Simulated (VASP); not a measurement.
# Si in VASP 6.6.1, single-point calculation

INCAR

```
LREAL = .FALSE.
LCHARG = .FALSE.
NSW = 0
ISYM = -1
IBRION = -1
NBANDS = 11
GGA = PE
LWAVE = .FALSE.
EDIFF = 1E-7
LASPH = .TRUE.
ENCUT = 520
PREC = Accurate
SIGMA = 0.3
ISMEAR = -1
NELM = 120
ISIF = 2
```

KPOINTS

```
KPOINTS created by Atomic Simulation Environment
0
Gamma
4 4 4
0 0 0
```

POSCAR

```
Si
 1.0000000000000000
    -0.0678000000000000    2.6848999999999998    2.7610000000000001
     2.7254000000000000   -0.0871000000000000    2.7803000000000000
     2.6797000000000000    2.6585000000000001   -0.0414000000000000
 Si
   2
Cartesian
  0.1198955400000000  2.6633995599999998  2.6582912900000002
  1.5203229800000000  1.3887673199999999  1.0657750300000000
```

The recommended PBE PAW datasets give the neutral cell 8 valence electrons.

Command

```
mpirun -np 1 vasp_std
```

OSZICAR

```
N       E                     dE             d eps       ncg     rms          rms(c)
DAV:   1     0.623646613454E+01    0.62365E+01   -0.31737E+03  1416   0.566E+02
DAV:   2    -0.100076975225E+02   -0.16244E+02   -0.15599E+02  1832   0.814E+01
DAV:   3    -0.105101823809E+02   -0.50248E+00   -0.50020E+00  1778   0.124E+01
DAV:   4    -0.105141528152E+02   -0.39704E-02   -0.39698E-02  1749   0.136E+00
DAV:   5    -0.105141934080E+02   -0.40593E-04   -0.40593E-04  1751   0.128E-01    0.490E+00
DAV:   6    -0.103777034212E+02    0.13649E+00   -0.77942E-02  1633   0.129E+00    0.295E+00
DAV:   7    -0.103184909402E+02    0.59212E-01   -0.14886E-01  1600   0.185E+00    0.223E-01
DAV:   8    -0.103196906822E+02   -0.11997E-02   -0.10991E-02  1654   0.630E-01    0.132E-01
DAV:   9    -0.103197811614E+02   -0.90479E-04   -0.44110E-04  1750   0.127E-01    0.765E-02
DAV:  10    -0.103198433101E+02   -0.62149E-04   -0.98151E-05  1708   0.549E-02    0.235E-02
DAV:  11    -0.103198455445E+02   -0.22344E-05   -0.19964E-05  1699   0.235E-02    0.108E-02
DAV:  12    -0.103198458901E+02   -0.34557E-06   -0.14315E-06  1688   0.706E-03    0.691E-03
DAV:  13    -0.103198461332E+02   -0.24314E-06   -0.61771E-07  1695   0.432E-03    0.190E-03
DAV:  14    -0.103198461555E+02   -0.22284E-07   -0.99718E-09  1169   0.586E-04
   1 F= -.10319846E+02 E0= -.10249865E+02  d E =-.139963E+00
```

From OUTCAR

```
k-points           NKPTS =     64   k-points in BZ     NKDIM =     64   number of bands    NBANDS=     11

   NELECT =       8.0000    total number of electrons

   dimension x,y,z NGX =    30 NGY =   30 NGZ =   28
   dimension x,y,z NGXF=    60 NGYF=   60 NGZF=   56

  energy-cutoff  :      520.00
  volume of cell :       41.46
      direct lattice vectors                 reciprocal lattice vectors
    -0.067800000  2.684900000  2.761000000    -0.178206526  0.182436980  0.180402952
     2.725400000 -0.087100000  2.780300000     0.179737088 -0.178400058  0.177896592
     2.679700000  2.658500000 -0.041400000     0.185864887  0.186058419 -0.176366031

 k-points in reciprocal lattice and weights: KPOINTS created by Atomic Simulation Env
   0.00000000  0.00000000  0.00000000       0.016
   0.25000000  0.00000000 -0.00000000       0.016
   0.50000000  0.00000000 -0.00000000       0.016
  -0.25000000 -0.00000000  0.00000000       0.016
  -0.00000000  0.25000000  0.00000000       0.016
   0.25000000  0.25000000  0.00000000       0.016
   0.50000000  0.25000000 -0.00000000       0.016
  -0.25000000  0.25000000  0.00000000       0.016
   ...

 E-fermi :   5.7793

 k-point     1 :       0.0000    0.0000    0.0000
  band No.  band energies     occupation
      1      -6.3333      2.00000
      2       4.5270      1.96970
      3       5.4873      1.45163
      4       6.5070      0.16251
      5       7.0106      0.03247
      6       7.6868      0.00346
      7       8.5498      0.00020
      8       8.9643      0.00005
      9      13.1724      0.00000
     10      13.1724      0.00000
     11      13.3673      0.00000

 k-point     2 :       0.2500    0.0000   -0.0000
  band No.  band energies     occupation
      1      -5.6092      2.00000
      2       1.6531      2.00000
      3       4.1151      1.99224
      4       5.3392      1.62522
      5       7.1218      0.02253
      6       8.2253      0.00058
      7       9.7756      0.00000
      8      12.0529      0.00000
      9      12.7642      0.00000
     10      12.9167      0.00000
     11      14.3376      0.00000

 k-point     3 :       0.5000    0.0000   -0.0000
  band No.  band energies     occupation
      1      -4.3432      2.00000
      2      -1.0674      2.00000
      3       3.7550      1.99766
      4       4.9528      1.88041
      5       6.7127      0.08529
      6       7.8989      0.00171
      7       9.7667      0.00000
      8      13.1163      0.00000
      9      15.7414      0.00000
     10      15.9098      0.00000
     11      16.3123      0.00000

 k-point     4 :      -0.2500   -0.0000    0.0000
  band No.  band energies     occupation
      1      -5.6092      2.00000
      2       1.6531      2.00000
      3       4.1151      1.99224
      4       5.3392      1.62522
      5       7.1218      0.02253
      6       8.2253      0.00058
      7       9.7756      0.00000
      8      12.0529      0.00000
      9      12.7642      0.00000
     10      12.9167      0.00000
     11      14.3376      0.00000

 k-point     5 :      -0.0000    0.2500    0.0000
  band No.  band energies     occupation
      1      -5.6584      2.00000
      2       1.9038      2.00000
      3       4.1506      1.99126
      4       5.0202      1.85250
      5       7.2068      0.01702
      6       8.2937      0.00046
      7       9.4566      0.00001
      8      12.1246      0.00000
      9      12.9883      0.00000
     10      13.2544      0.00000
     11      14.3793      0.00000

 ...

  Total        0.8136855      0.8526949     -0.0076638      2.8276414     -0.0176806     -0.6232959
  in kB       31.4466496     32.9542499     -0.2961857    109.2803591     -0.6833061    -24.0886289
  external PRESSURE =      21.3682379 kB  Pullay stress =       0.0000000 kB

 POSITION                                       TOTAL-FORCE (eV/Angst)
 -----------------------------------------------------------------------------------
      0.11990      2.66340      2.65829         0.461463      0.855734     -2.642091
      1.52032      1.38877      1.06578        -0.461463     -0.855734      2.642091
 -----------------------------------------------------------------------------------
    total drift:                                0.000007      0.000012     -0.000010

  FREE ENERGIE OF THE ION-ELECTRON SYSTEM (eV)
  ---------------------------------------------------
  free  energy   TOTEN  =       -10.3198461555 eV

  energy  without entropy=      -10.1798829348  energy(sigma->0) =      -10.24986455
```

It converged. Results: gap between bands v and c on the k mesh -0.70 eV (bands overlap: a metal); least direct gap on the k mesh 0.50 eV; pressure 2.1 GPa; largest force 2.82 eV/Å. Band v is the last that the valence electrons fill when counted band by band, and c is the next.

These settings aren't sound, so the numbers aren't properties of the crystal.

On sound settings PBE gives a gap of -0.73 eV on its mesh and a pressure of 1.8 GPa for the intended cell.

The run took about 12 s on one core of a shared host (Intel Xeon 6975P-C) and held 0.16 GiB at most.
